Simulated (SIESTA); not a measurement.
Here is a SIESTA 5.4.2 calculation.

Contents of FeO.fdf:

```
SystemName                      Wuestite
SystemLabel                     FeO
NumberOfSpecies                 2
NumberOfAtoms                   2
%block ChemicalSpeciesLabel
  1  26 Fe
  2   8 O
%endblock ChemicalSpeciesLabel

LatticeConstant                 1.0 Ang
%block LatticeVectors
     1.5188209023     0.8768916568     2.5195772846
    -1.5188209023     0.8768916568     2.5195772846
     0.0000000000    -1.7537833136     2.5195772846
%endblock LatticeVectors
AtomicCoordinatesFormat         Fractional
%block AtomicCoordinatesAndAtomicSpecies
     0.0000000000     0.0000000000     0.0000000000  1  Fe
     0.5000000000     0.5000000000     0.5000000000  2  O
%endblock AtomicCoordinatesAndAtomicSpecies

%block kgrid.MonkhorstPack
   11   0   0  0.0
    0  11   0  0.0
    0   0  11  0.0
%endblock kgrid.MonkhorstPack
XC.Functional                   LDA
XC.Authors                      PW92
PAO.BasisSize                   DZP
PAO.EnergyShift                 0.003 Ry
Mesh.Cutoff                     800 Ry
Spin                            polarized
%block DM.InitSpin
    1   3.000
    2   0.000
%endblock DM.InitSpin
OccupationFunction              FD
ElectronicTemperature           0.05 eV
MaxSCFIterations                200
SCF.MustConverge                false
SCF.Mixer.Method                Pulay
SCF.Mixer.Weight                0.1
SCF.Mixer.History               10
SCF.DM.Tolerance                5.0e-05
SCF.H.Tolerance                 1.0e-03 eV
WriteForces                     true
Charge.Mulliken                 end
BandLinesScale                  ReciprocalLatticeVectors
%block BandLines
    1    0.000000   0.000000   0.000000  \Gamma
   11    0.500000   0.000000   0.000000  L
    9    0.500000   0.247417  -0.247417  B1
    1    0.752583   0.500000   0.247417  B
    9    0.500000   0.500000   0.500000  Z
   11    0.000000   0.000000   0.000000  \Gamma
   14    0.373709   0.000000  -0.373709  X
    1    0.626291   0.373709   0.000000  Q
    5    0.500000   0.500000   0.000000  F
    5    0.626291   0.626291   0.247417  P1
    8    0.500000   0.500000   0.500000  Z
    1    0.500000   0.000000   0.000000  L
    8    0.752583   0.373709   0.373709  P
%endblock BandLines
%block PAO.Basis
  Fe 5
  n=3 0 2
    2.635 0.000
  n=4 0 2
    7.489 0.000
  n=3 1 2
    2.949 0.000
  n=4 1 1
    7.489
  n=3 2 2
    4.849 0.000
%endblock PAO.Basis
```

Potentials or basis: PseudoDojo 0.4 standard (LDA files), DZP (energy shift 0.003 Ry; two zetas on semicore shells).

Launch:

```console
$ siesta < FeO.fdf > FeO.out 2>&1
```

Q: Estimate the net moment.

A: 4.00 μB per cell.

Q: Estimate the pressure.

A: -15.6 GPa.

Stress tensor (GPa, compression positive):
```
-15.19   0.00   0.00
  0.00 -15.19   0.00
  0.00   0.00 -16.43
```

Caveat: short orbitals over semicore shells can move pressures by several GPa; the basis of atomic orbitals isn't converged, which shifts pressures, moduli and gaps; a cell with one magnetic atom can't hold antiferromagnetic order, which such compounds often take.
